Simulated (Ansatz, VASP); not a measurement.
# Two plane-wave programs on AlN

The input INCAR:

```
  ALGO = Normal
  EDIFF = 1E-7
  ENCUT = 520
  GGA = PE
  ISIF = 2
  ISMEAR = 0
  LASPH = T
  LCHARG = F
  LREAL = F
  LWAVE = F
  NBANDS = 11
  NELM = 100
  PREC = Accurate
  SIGMA = 0.05
```

The input KPOINTS:

```
k-points
0
Gamma
  10 10 10
```

POSCAR

```
AlN
1.0
    0.0000000000      2.2043390883      2.2043390883
    2.2015871044      0.0027519839      2.2015871044
    2.2015871044      2.2015871044      0.0027519839
Al N
1 1
Direct
    0.0000000000      0.0000000000      0.0000000000
    0.7500000000      0.7500000000      0.7500000000
```

Input for Ansatz:

```yaml
crystal:
  lattice:
    - [0.0, 2.2043390845, 2.2043390845]
    - [2.2015871006, 0.0027519839, 2.2015871006]
    - [2.2015871006, 2.2015871006, 0.0027519839]
  atoms:
    - { symbol: Al, position: [0.0, 0.0, 0.0] }
    - { symbol: "N", position: [0.75, 0.75, 0.75] }
basis:
  ecutwfc: 420
kpoints:
  mp_grid: { grid: [10, 10, 10] }
hamiltonian:
  xc: pbe
scf:
  occupations: { method: gaussian, width: 0.05 }
output:
  forces: true
  stress: true
  eigenvalues: true
```

Change from the starting cell: strain +0.0025 x Voigt [0, 0, 0, 1, 0, 0], atoms carried along.

Alike in both runs: task single point; functional PBE; k mesh 10 × 10 × 10; occupations gaussian, width 0.05 eV; no spin polarisation.

```csv
,VASP,Ansatz
version,VASP 6.6.1,Ansatz 0.2.0
potentials or method,"VASP PAW PBE potentials, release 64 (Al, N)","scalar-relativistic, plane waves, PAW"
plane-wave cutoff (eV),520,420
valence electrons in the cell,8,8
```

```tsv
	VASP	Ansatz	Ansatz less VASP
gap on the k mesh at the Fermi level (eV)	3.30	3.31	+0.007
least direct gap on the mesh (eV)	3.98	3.97	-0.009
pressure (GPa)	-0.3	0.0	+0.27
largest component of the traceless stress (GPa)	0.54	0.53	-0.003
rms of the force components (eV/Å)	0.012	0.012	0.0000
```

Atom by atom the forces differ by 0.000 eV/Å (rms over components).

A k mesh can miss the band edges.
